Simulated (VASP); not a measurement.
Write the native input for VASP 6.6.1 that does the following.

* Task: single point
* Functional: PBE
* Potentials or basis: VASP PAW PBE potentials, release 64 (Ca_sv, H, F)
* Cutoff: 520 eV
* k mesh: 3 × 3 × 3
* Occupations: fermi-dirac, width 0.01 eV
* Spin: no spin polarisation
* Dipole correction: no
* Further INCAR settings: LREAL = Auto; ALGO = Fast; EDIFF = 1e-07; NBANDS = 111

The structure of Ca8HF15 (a cell with a defect) (Fluorite) lies in POSCAR:

```
Ca8HF15
1.0
    0.0000000000      5.4620000000      5.4620000000
    5.4620000000      0.0000000000      5.4620000000
    5.4620000000      5.4620000000      0.0000000000
Ca H F
8 1 15
Direct
    0.0001080779      0.0001080779      0.0001080779
    0.0001080779      0.0001080779      0.4996757664
    0.0001080779      0.4996757664      0.0001080779
    0.0001667982      0.4999444006      0.4999444006
    0.4996757664      0.0001080779      0.0001080779
    0.4999444006      0.0001667982      0.4999444006
    0.4999444006      0.4999444006      0.0001667982
    0.4999444006      0.4999444006      0.4999444006
    0.1250000000      0.1250000000      0.1250000000
    0.1249594495      0.1249594495      0.6250405505
    0.1249594495      0.6250405505      0.1249594495
    0.1249594495      0.6250405505      0.6250405505
    0.6250405505      0.1249594495      0.1249594495
    0.6250405505      0.1249594495      0.6250405505
    0.6250405505      0.6250405505      0.1249594495
    0.6250000000      0.6250000000      0.6250000000
    0.3750000000      0.3750000000      0.3750000000
    0.3740612764      0.3740612764      0.8759387236
    0.3740612764      0.8759387236      0.3740612764
    0.3740612764      0.8759387236      0.8759387236
    0.8759387236      0.3740612764      0.3740612764
    0.8759387236      0.3740612764      0.8759387236
    0.8759387236      0.8759387236      0.3740612764
    0.8750000000      0.8750000000      0.8750000000
```

The input as run:

INCAR

```
PREC = Accurate
ENCUT = 520
EDIFF = 1E-7
ISMEAR = -1
SIGMA = 0.01
LREAL = Auto
LASPH = T
NELM = 100
ALGO = Fast
ISIF = 2
LWAVE = F
LCHARG = T
GGA = PE
LELF = T
LVHAR = T
NBANDS = 111
```

KPOINTS

```
regular mesh
0
Gamma
  3 3 3
```

Potentials or basis: VASP PAW PBE potentials, release 64 (Ca_sv, H, F).

Launch:

```console
$ cat potpaw_PBE.64/Ca_sv/POTCAR potpaw_PBE.64/H/POTCAR potpaw_PBE.64/F/POTCAR > POTCAR
$ mpirun -np 1 vasp_std > vasp.out
```

Results of the run:

```
Pressure               : 2.2 GPa
Largest force          : 0.043 eV/Å
Band gap on the k mesh : 5.51 eV, indirect (least direct gap 5.61 eV)
```

It took 12 min on 1 thread of Intel(R) Xeon(R) Platinum 8488C (Sapphire Rapids) (shared host), peak memory 0.53 GiB.
